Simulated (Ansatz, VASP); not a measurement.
**CdSe (Cadmoselite) in VASP and in Ansatz**

POSCAR

```
CdSe
1.0
    4.2122202675      0.0000000000      0.0000000000
   -2.1061101337      3.6478897580      0.0000000000
    0.0000000000      0.0000000000      6.8766944832
Cd Se
2 2
Direct
    0.6666666667      0.3333333333      0.5000000000
    0.3333333333      0.6666666667      0.0000000000
    0.6666666667      0.3333333333      0.8850000000
    0.3333333333      0.6666666667      0.3850000000
```

Contents of INCAR.step1:

```
PREC = Accurate
ENCUT = 520
ISMEAR = -1
SIGMA = 0.05
LREAL = F
LASPH = T
NELM = 60
NBANDS = 26
GGA = PE
ALGO = Normal
EDIFF = 1E-4
LWAVE = T
LCHARG = F
```

INCAR.step2

```
PREC = Accurate
ENCUT = 520
EDIFF = 1E-7
ISMEAR = -1
SIGMA = 0.05
LREAL = F
LASPH = T
NELM = 60
ALGO = Normal
ISIF = 2
LWAVE = F
LCHARG = F
METAGGA = R2SCAN
LMIXTAU = T
NBANDS = 26
ISTART = 1
```

The input KPOINTS:

```
Automatic mesh
0
Gamma
  7 7 4
```

The input input.yaml:

```yaml
crystal:
  lattice:
    - [4.2122202675, 0.0, 0.0]
    - [-2.1061101337, 3.647889758, 0.0]
    - [0.0, 0.0, 6.8766944832]
  atoms:
    - { symbol: Cd, position: [0.6666666667, 0.3333333333, 0.5] }
    - { symbol: Cd, position: [0.3333333333, 0.6666666667, 0.0] }
    - { symbol: Se, position: [0.6666666667, 0.3333333333, 0.885] }
    - { symbol: Se, position: [0.3333333333, 0.6666666667, 0.385] }
hamiltonian:
  xc: r2scan
  pseudopotentials: { kind: paw }
kpoints:
  mp_grid: { grid: [7, 7, 4] }
scf:
  occupations: { method: fermi_dirac, width: 0.05 }
output:
  forces: true
  stress: true
  eigenvalues: true
  write_density: true
  write_potential: true
  elf: true
  volumetric_format: npy
```

Alike in both runs: task single point; functional r2SCAN; k mesh 7 × 7 × 4; occupations fermi-dirac, width 0.05 eV; no spin polarisation.

|  | VASP | Ansatz |
| --- | --- | --- |
| version | VASP 6.6.1 | Ansatz 0.2.0 |
| potentials or method | VASP PAW PBE potentials, release 64 (Cd, Se) | Ansatz PAW |
| plane-wave cutoff (eV) | 520 | 500 |
| valence electrons in the cell | 36 | 72 |

```tsv
	VASP	Ansatz	Ansatz less VASP
gap on the k mesh at the Fermi level (eV)	1.33	1.34	+0.007
least direct gap on the mesh (eV)	1.33	1.34	+0.007
pressure (GPa)	6.1	5.7	-0.38
largest component of the traceless stress (GPa)	2.00	1.95	-0.052
rms of the force components (eV/Å)	0.207	0.201	-0.0060
```

Atom by atom the forces differ by 0.006 eV/Å (rms over components). The two sets of potentials don't hold the same shells in valence.

Caveats: the PAW data sets were made with another functional, which shifts forces and pressure a little (VASP); odd divisions of the mesh miss points on the zone boundary, where band edges often lie, so the gap on the mesh can be too wide (Ansatz); the PAW data sets come from PBE, with cores solved anew for the run's functional, which leaves a small shift of forces and pressure (Ansatz). r2SCAN opens gaps a little over a GGA but as a rule still falls short of measured ones.
